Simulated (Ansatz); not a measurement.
# Residual resistivity of an alloy: Re(0001) with 2 layers of random Re-Pt, 2x2

How strongly does chemical disorder scatter in Re(0001) with 2 layers of random Re-Pt, 2x2?

Program: Ansatz 0.2.0. Level of theory: Ansatz plane-wave DFT, PBE, PAW files; ballistic transport by layer matching (Landauer), zero bias; PAW set soft_1. Results are calculated unless marked as measured.

This is a report of a sequence of runs, with most program output left out.

### 1. The starting structure

The cell holds 48 atoms: 47 Re and 1 Pt. Its edges and angles: a = 5.522 Å, b = 5.522 Å, c = 26.749 Å, α = 90.0°, β = 90.0°, γ = 120.0°. It derives from Re. Regions: lead, 40 atoms (40 Re); scattering region, 8 atoms (7 Re and 1 Pt). The structure is stacked along c, and the current runs across the ab planes.

### 2. With 2 alloy layers

In 2 layers a share of 0.125 of the sites is given to Pt at random. The layers about the cell's end stay perfect and serve as the lead. Energies from -0.05 to 0.05 eV in steps of 0.05 eV are too few for the program's thermal sum, so it prints no conductance; for a metal the transmission near the Fermi level serves, at a fraction of the cost.

Contents of input.yaml:

```yaml
crystal:
  lattice:
    - [5.5216, 0.0, 0.0]
    - [-2.7608, 4.7818458695, 0.0]
    - [0.0, 0.0, 26.7492]
  atoms:
    - { symbol: Re, position: [0.1666666667, 0.3333333333, 0.0416666667] }
    - { symbol: Re, position: [0.1666666667, 0.8333333333, 0.0416666667] }
    - { symbol: Re, position: [0.6666666667, 0.3333333333, 0.0416666667] }
    - { symbol: Re, position: [0.6666666667, 0.8333333333, 0.0416666667] }
    - { symbol: Re, position: [0.3333333333, 0.1666666667, 0.125] }
    - { symbol: Re, position: [0.3333333333, 0.6666666667, 0.125] }
    - { symbol: Re, position: [0.8333333333, 0.1666666667, 0.125] }
    - { symbol: Re, position: [0.8333333333, 0.6666666667, 0.125] }
[... 36 atom lines left out ...]
    - { symbol: Re, position: [0.3333333333, 0.1666666667, 0.9583333333] }
    - { symbol: Re, position: [0.3333333333, 0.6666666667, 0.9583333333] }
    - { symbol: Re, position: [0.8333333333, 0.1666666667, 0.9583333333] }
    - { symbol: Re, position: [0.8333333333, 0.6666666667, 0.9583333333] }
kpoints:
  mp_grid: { grid: [5, 5, 1] }
hamiltonian:
  xc: pbe
  pseudopotentials: { kind: paw, azcp: { folder: soft_1 } }
scf:
  occupations: { method: fermi_dirac, width: 0.1 }
output:
  transmission:
    leads: [[0, 8]]
    kmesh: [10, 10]
    e_range: [-0.05, 0.05]
    de: 0.05
  write_potential: true
  write_density: true
  volumetric_format: npy
```

The run is started by

```bash
$ ansatz run input.yaml --threads 4 --pin off --max-ram 15360MiB --backend cpu --events-out ev --progress --plain --runs-dir out
```

Run time: 2.4 min. Hardware: 4 threads of Intel Xeon Platinum 8488C (Sapphire Rapids), shared host; peak memory 5.7 GiB.

Numbers from this step:

| Item | Value |
| --- | --- |
| free energy | -523382.7933 eV |
| energy at zero smearing | -523382.1289 eV |
| Fermi energy | 24.08 eV |
| cell area | 26.40 Å² |
| transmission per spin nearest the Fermi level | 4.242 |
| open channels per spin nearest the Fermi level | 5.38 |
| step of the lead's potential | 2.8 meV |

Per spin. The transmission, zone mean by energy, zero at the Fermi level:

| energy (eV) | transmission, zone mean |
| --- | --- |
| -0.0500 | 4.21 |
| 0.0000 | 4.24 |
| 0.0500 | 4.23 |

Per spin. Open channels, zone mean, lead against energy, zero at the Fermi level:

| energy (eV) | open channels, zone mean, lead |
| --- | --- |
| -0.0500 | 5.32 |
| 0.0000 | 5.38 |
| 0.0500 | 5.08 |

Transmission over k1 and k2. At 0.0000 eV from the Fermi level.

Ten even steps from '0' (1.86) to '9' (8.86):
```
1320231222
2221122222
2017971022
1219999121
1327989723
1121999912
2220179710
2222221122
1222132023
1122111221
```
Columns: k1 (b1) from -0.5 to 0.4; rows upwards: k2 (b2) from -0.5 to 0.4.

Open channels over k1 and k2. At 0.0000 eV from the Fermi level.

Ten even steps from '_' (3.0) to '@' (11.0):
```
..--..__..--........
::............::....
::__..%%%%%%..__::..
......%%@@@@%%......
..--..%%@@%%@@%%..--
........%%@@@@%%....
::..::__..%%%%%%..__
::....::............
..........--..__..--
....::::......::::..
```
Columns: k1 (b1) from -0.5 to 0.4; rows upwards: k2 (b2) from -0.5 to 0.4.

Over the solved energies the transmission per spin lies between 4.21 and 4.24, out of 5.26 channels of the lead on average (up to 5.38).

### 3. With 6 alloy layers

In 6 layers a share of 0.125 of the sites is given to Pt at random. A fresh draw is used; the growth of the resistance with length is what counts.

System of this step: Re(0001) with 6 layers of random Re-Pt, 2x2. The cell holds 64 atoms: 61 Re and 3 Pt. Cell: a = 5.522 Å, b = 5.522 Å, c = 35.666 Å, α = 90.0°, β = 90.0°, γ = 120.0°. It derives from Re. Regions: lead, 40 atoms (40 Re); scattering region, 24 atoms (21 Re and 3 Pt). The structure is stacked along c, and the current runs across the ab planes.

Contents of input.yaml:

```yaml
crystal:
  lattice:
    - [5.5216, 0.0, 0.0]
    - [-2.7608, 4.7818458695, 0.0]
    - [0.0, 0.0, 35.6656]
  atoms:
    - { symbol: Re, position: [0.1666666667, 0.3333333333, 0.03125] }
    - { symbol: Re, position: [0.1666666667, 0.8333333333, 0.03125] }
    - { symbol: Re, position: [0.6666666667, 0.3333333333, 0.03125] }
    - { symbol: Re, position: [0.6666666667, 0.8333333333, 0.03125] }
    - { symbol: Re, position: [0.3333333333, 0.1666666667, 0.09375] }
    - { symbol: Re, position: [0.3333333333, 0.6666666667, 0.09375] }
    - { symbol: Re, position: [0.8333333333, 0.1666666667, 0.09375] }
    - { symbol: Re, position: [0.8333333333, 0.6666666667, 0.09375] }
[... 52 atom lines left out ...]
    - { symbol: Re, position: [0.3333333333, 0.1666666667, 0.96875] }
    - { symbol: Re, position: [0.3333333333, 0.6666666667, 0.96875] }
    - { symbol: Re, position: [0.8333333333, 0.1666666667, 0.96875] }
    - { symbol: Re, position: [0.8333333333, 0.6666666667, 0.96875] }
kpoints:
  mp_grid: { grid: [5, 5, 1] }
hamiltonian:
  xc: pbe
  pseudopotentials: { kind: paw, azcp: { folder: soft_1 } }
scf:
  occupations: { method: fermi_dirac, width: 0.1 }
output:
  transmission:
    leads: [[0, 8]]
    kmesh: [10, 10]
    e_range: [-0.05, 0.05]
    de: 0.05
  write_potential: true
  write_density: true
  volumetric_format: npy
```

Run time: 11 min. Hardware: 4 threads; peak memory 10 GiB.

This step gave:

| Item | Value |
| --- | --- |
| free energy | -700603.5491 eV |
| energy at zero smearing | -700602.6930 eV |
| Fermi energy | 24.13 eV |
| transmission per spin nearest the Fermi level | 3.179 |
| step of the lead's potential | 6.4 meV |

Per spin. Table of transmission, zone mean by energy, zero at the Fermi level:

| energy (eV) | transmission, zone mean |
| --- | --- |
| -0.0500 | 3.22 |
| 0.0000 | 3.18 |
| 0.0500 | 3.09 |

Over the solved energies the transmission per spin lies between 3.09 and 3.22, out of 5.26 channels of the lead on average (up to 5.38).

### 4. With 10 alloy layers

In 10 layers a share of 0.125 of the sites is given to Pt at random. A fresh draw is used; the growth of the resistance with length is what counts.

System of this step: Re(0001) with 10 layers of random Re-Pt, 2x2. The cell holds 80 atoms: 75 Re and 5 Pt. Cell: a = 5.522 Å, b = 5.522 Å, c = 44.582 Å, α = 90.0°, β = 90.0°, γ = 120.0°. It derives from Re. Regions: lead, 40 atoms (40 Re); scattering region, 40 atoms (35 Re and 5 Pt). The structure is stacked along c, and the current runs across the ab planes.

Contents of input.yaml:

```yaml
crystal:
  lattice:
    - [5.5216, 0.0, 0.0]
    - [-2.7608, 4.7818458695, 0.0]
    - [0.0, 0.0, 44.582]
  atoms:
    - { symbol: Re, position: [0.1666666667, 0.3333333333, 0.025] }
    - { symbol: Re, position: [0.1666666667, 0.8333333333, 0.025] }
    - { symbol: Re, position: [0.6666666667, 0.3333333333, 0.025] }
    - { symbol: Re, position: [0.6666666667, 0.8333333333, 0.025] }
    - { symbol: Re, position: [0.3333333333, 0.1666666667, 0.075] }
    - { symbol: Re, position: [0.3333333333, 0.6666666667, 0.075] }
    - { symbol: Re, position: [0.8333333333, 0.1666666667, 0.075] }
    - { symbol: Re, position: [0.8333333333, 0.6666666667, 0.075] }
[... 68 atom lines left out ...]
    - { symbol: Re, position: [0.3333333333, 0.1666666667, 0.975] }
    - { symbol: Re, position: [0.3333333333, 0.6666666667, 0.975] }
    - { symbol: Re, position: [0.8333333333, 0.1666666667, 0.975] }
    - { symbol: Re, position: [0.8333333333, 0.6666666667, 0.975] }
kpoints:
  mp_grid: { grid: [5, 5, 1] }
hamiltonian:
  xc: pbe
  pseudopotentials: { kind: paw, azcp: { folder: soft_1 } }
scf:
  occupations: { method: fermi_dirac, width: 0.1 }
output:
  transmission:
    leads: [[0, 8]]
    kmesh: [10, 10]
    e_range: [-0.05, 0.05]
    de: 0.05
  write_potential: true
  write_density: true
  volumetric_format: npy
```

Wall time 18 min (4 threads); peak memory 8.7 GiB.

Numbers from this step:

```yaml
free_energy: -877823.7134 eV
energy_at_zero_smearing: -877822.6752 eV
fermi_energy: 24.15 eV
transmission_per_spin_nearest_the_fermi_level: 2.472
step_of_the_lead_s_potential: 2.5 meV
```

Per spin. The transmission, zone mean by energy, zero at the Fermi level:

| energy (eV) | transmission, zone mean |
| --- | --- |
| -0.0500 | 2.45 |
| 0.0000 | 2.47 |
| 0.0500 | 2.44 |

Over the solved energies the transmission per spin lies between 2.44 and 2.47, out of 5.26 channels of the lead on average (up to 5.38).

### 5. The fit

This step: Ansatz plane-wave DFT, PBE, PAW files; ballistic transport by layer matching (Landauer), zero bias; residual resistivity from the slope of the area resistance, atoms on the host's lattice; PAW set soft_1 (Ansatz 0.2.0).

Numbers from this step:

* resistivity: 32.70 µΩ cm
* intercept: 0.005501 fΩ m²
* scatter about the fit: 0.009467 fΩ m²

Resistance, by row:

| run | length (Å) | T | channels N | RA (fΩ m²) |
| --- | --- | --- | --- | --- |
| n2 | 4.458 | 4.229 | 5.26 | 0.158 |
| n6 | 13.37 | 3.163 | 5.26 | 0.4294 |
| n10 | 22.29 | 2.454 | 5.26 | 0.741 |

Area resistance against length of the alloy:

| length of the alloy (Å) | area resistance (fΩ m²) |
| --- | --- |
| 4.46 | 0.158 |
| 13.37 | 0.429 |
| 22.29 | 0.741 |

The area resistance goes from 0.16 to 0.74 fΩ m² between 4.5 and 22.3 Å, a slope of 33 µΩ cm.

By hand from the end points: (0.7410 − 0.1580) fΩ m² / (22.29 − 4.46) Å = 33 µΩ cm, since 1 fΩ m² per Å is 1000 µΩ cm.

### 6. Results

* resistivity from the slope: 32.7 µΩ cm
* area resistance over 4.46 Å: 0.158 fΩ m²
* area resistance over 13.4 Å: 0.429 fΩ m²
* area resistance over 22.3 Å: 0.741 fΩ m²

The slope gives 33 µΩ cm. The points scatter by 0.0095 fΩ m² about the line, with one random draw a length in a 2x2 cell, so the slope is a rough value. Read with a model of isotropic scattering on a spherical Fermi surface and the lead's 1.5×10¹⁵ S/m², this slope means a mean free path near 15 Å; over these lengths the model's slope is 1.03 times its bulk resistivity, which would be 32 µΩ cm. The draw over the shortest length came out nearly ordered, with 12 symmetry operations, so that point is a poor sample of a random alloy. The atoms sit on the host's lattice, so scattering by size misfit is left out. Spin-orbit coupling is left out, which matters for Pt and Re.

[Logs are printed without paths, hosts, clocks, repeated set-up lines and the standing remarks that a program may print on its own settings, such as how far it seeks lower states.]

[Hosts, paths, dates, database ids (printed as entryN), source tags and the programs' standing remarks are cut or masked in the printed files.]
